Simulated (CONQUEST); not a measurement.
The system is HfO2.

```
Hf O
1.0
     3.55802    0.00000    0.00000
     0.00000    3.55802    0.00000
     0.00000    0.00000    5.17186
Hf O
2 4
Cartesian
  0.0000 0.0000 0.0000
  1.7790 1.7790 2.5859
  1.7790 0.0000 4.1519
  0.0000 1.7790 3.6059
  0.0000 1.7790 1.0199
  1.7790 0.0000 1.5660
```

Measurements of this composition are mostly on another form, of space group No. 14.

Base run:

```yaml
Program: CONQUEST 1.3
Functional: PBE
Potentials_or_basis: PseudoDojo NC PBE, DZP, grid cutoff 150 Ha
k_mesh: 8 × 8 × 5
Occupations: fermi-dirac, width 0.05 eV
Spin: no spin polarisation
```

Its results: band gap on the k mesh 4.58 eV, indirect (least direct gap 4.65 eV); pressure 12.2 GPa; largest force 0.267 eV/Å.

Question: The run is repeated on the same cell with these changes: functional from PBE to PBEsol; potentials or basis from PseudoDojo NC PBE, DZP, grid cutoff 150 Ha to PseudoDojo NC PBEsol, DZP, grid cutoff 150 Ha. What comes out?

Answer: Band gap on the k mesh 4.50 eV, indirect (least direct gap 4.56 eV); pressure 3.3 GPa; largest force 0.162 eV/Å.

Caveats: spin-orbit coupling is left out, which moves the levels of the heavy elements; an odd mesh through Γ misses points on the zone boundary, where band edges often lie; the basis of atomic orbitals isn't converged, which shifts pressures, moduli and gaps.

Not every run made on this cell is shown here.
